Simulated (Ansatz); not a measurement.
## Charge transition levels of the Al on the P site in AlP, term by term

These are results of DFT PBE, scalar-relativistic, plane waves, PAW in Ansatz, not measurements. Run with 420 eV cutoff, 2×2×2 k-mesh, shifted by half a step, Gaussian smearing of 0.01 eV, collinear spin in charge -1 alone.

Host crystal, relaxed:

```
Al P
1.0
     0.00000    2.75367    2.75367
     2.75367    0.00000    2.75367
     2.75367    2.75367    0.00000
Al P
1 1
Direct
  0.00000 0.00000 0.00000
  0.75000 0.75000 0.75000
```

The Al on the P site was set at (0.750, 0.750, 0.750) of the host cell, in a supercell of 32 sites (668 Å³), relaxed at fixed cell in each charge q. The host's Kohn–Sham gap is 1.63 eV and its static dielectric constant 10.4 (mean). For each charge: the supercell's free energy over the neutral one with q electrons exchanged at the valence band top, F(q) − F(0) + qE_v; the image-charge term; and the term that aligns the potential far from the defect with the host's.

| q | F(q) − F(0) + qE_v (eV) | image charge (eV) | alignment (eV) |
| --- | --- | --- | --- |
| 0 | 0.000 | 0.000 | 0.000 |
| -1 | 0.741 | 0.229 | 0.022 |
| -2 | 1.683 | 0.916 | -0.043 |

Q: Add the terms and find the levels between neighbouring charges, ε(q/q′) = [A(q′) − A(q)]/(q − q′), with and without the two corrections.

A: A(q): 0.000 eV for 0, 0.992 eV for -1, 2.556 eV for -2.
```json
{"level": "(0/-1)", "corrected (eV over E_v)": "0.99", "uncorrected (eV)": "0.74"}
{"level": "(-1/-2)", "corrected (eV over E_v)": "1.56", "uncorrected (eV)": "0.94"}
```

As a check, a point charge in a simple cubic cell of this volume has q²αe²/(2εL) = 0.225 q² eV (e² = 14.40 eV Å, α = 2.837, L = 8.74 Å); the shape of the real cell can change it somewhat. The term grows as q², so it pushes donor levels down and acceptor levels up. The program doubts the alignment for q = -1, -2, so levels beside it are uncertain by about that term.

Q: Which of these charges is lowest with the Fermi level at the valence band top, at mid-gap and at the conduction band bottom?

A: The line A(q) + qE_F that lies lowest gives the charge: 0 at E_F = 0.00 eV, 0 at E_F = 0.82 eV, -2 at E_F = 1.63 eV. In charge 0, -1 the cell has partly filled levels, from a carrier spread over the host's bands, a defect level that the small cell broadens into a band, or a degenerate defect level that the symmetric start can't split, so the levels beside it are doubtful. Charges beyond those computed could lie lower near the band edges.

Q: The neutral defect forms at 4.60 eV with atoms taken from and returned to the elements. What are the formation energies at those three Fermi levels, and what share of sites would hold the defect at 1200 K with E_F at mid-gap, if the host still stood at that temperature?

A: E_f = E_f(0) + A(q) + qE_F = 4.60, 4.60, 3.90 eV. In the dilute limit the share is exp(−E_f/k_BT) = exp(−4.605/0.1034) = 4.6×10⁻²⁰, leaving out degeneracy and vibrational entropy. Both elements stand at their elemental potentials, a limit that the host or competing compounds often put out of reach. The small cell and the narrow Kohn–Sham gap leave errors of tenths of an eV or more, which change the share by orders of magnitude.